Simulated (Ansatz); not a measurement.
A (110) slab of TaN (P-6m2 (No. 187)), 8 planes, outer planes TaN (top) and TaN (bottom), with 16 atoms (Ta8N8) in a surface cell of A = 14.539 Å², as cut from the bulk:

```
CELL_PARAMETERS angstrom
2.87073 0.00000 0.00000
0.00000 5.06450 0.00000
0.00000 0.00000 25.23396
ATOMIC_POSITIONS crystal
Ta 0.50000 0.16667 0.29722
N 0.00000 0.50000 0.29722
Ta 0.50000 0.66667 0.35516
N 0.00000 0.00000 0.35516
Ta 0.50000 0.16667 0.41309
N 0.00000 0.50000 0.41309
Ta 0.50000 0.66667 0.47103
N 0.00000 0.00000 0.47103
Ta 0.50000 0.16667 0.52897
N 0.00000 0.50000 0.52897
Ta 0.50000 0.66667 0.58691
N 0.00000 0.00000 0.58691
Ta 0.50000 0.16667 0.64484
N 0.00000 0.50000 0.64484
Ta 0.50000 0.66667 0.70278
N 0.00000 0.00000 0.70278
```

Method: DFT PBEsol, scalar-relativistic, plane waves, PAW in Ansatz 0.2.0. Plane waves to 420 eV, a k mesh through Γ of 12×7×1 on the computed 16-atom cell and Gaussian smearing (0.10 eV); no spin polarisation. The cell repeats along c with a dipole correction in the vacuum.

Against the same 16 atoms in the bulk, the slab as cut lies 7.405 eV higher and the relaxed slab 6.312 eV higher.

(1) Work out the surface energy before and after relaxation.

(2) What is the ideal work of this cut, per area?

Answers

(1) The slab has two faces, so γ = (E_slab − N·E_bulk)/(2A), the mean of both. As cut: 7.405/(2 × 14.539) = 0.2547 eV/Å², and 1 eV/Å² = 16.02 J/m², so γ = 4.08 J/m². Relaxed: 6.312/(2 × 14.539) = 0.2171 eV/Å² = 3.48 J/m². Relaxation recovers 15 % of the cost of cutting.

(2) Griffith's ideal work is 2γ: 8.16 J/m² if the new faces stay rigid, 6.95 J/m² if they relax. One thickness was run, 8 planes, so γ can still shift with it.

The reference crystal is a form of TaN, which isn't its usual structure.

Opening this surface is costly, and relaxation recovers only 15 % of the energy, so most of the cost lies in the broken bonds themselves. The cut leaves each outer Ta and N atom with its partners in its own plane and in the plane below, but removes those above. The lost bonds are strong, mixing Ta 5d and N 2p states with some ionic character, and Ta–Ta metallic bonding is cut as well. Small shifts of the outer atoms can strengthen the remaining bonds but not replace the missing ones. The relaxation probably includes a rumpling of Ta against N, though the energies alone can't confirm it.

Every plane holds Ta and N in equal numbers, so the cut is nonpolar and γ needs no chemical potential of nitrogen. A glide operation also makes the two faces of the cut slab equivalent, so 4.08 J/m² belongs to each face and isn't merely an average over different terminations. Without other orientations for comparison, the result doesn't show that (110) is the preferred cleavage plane.
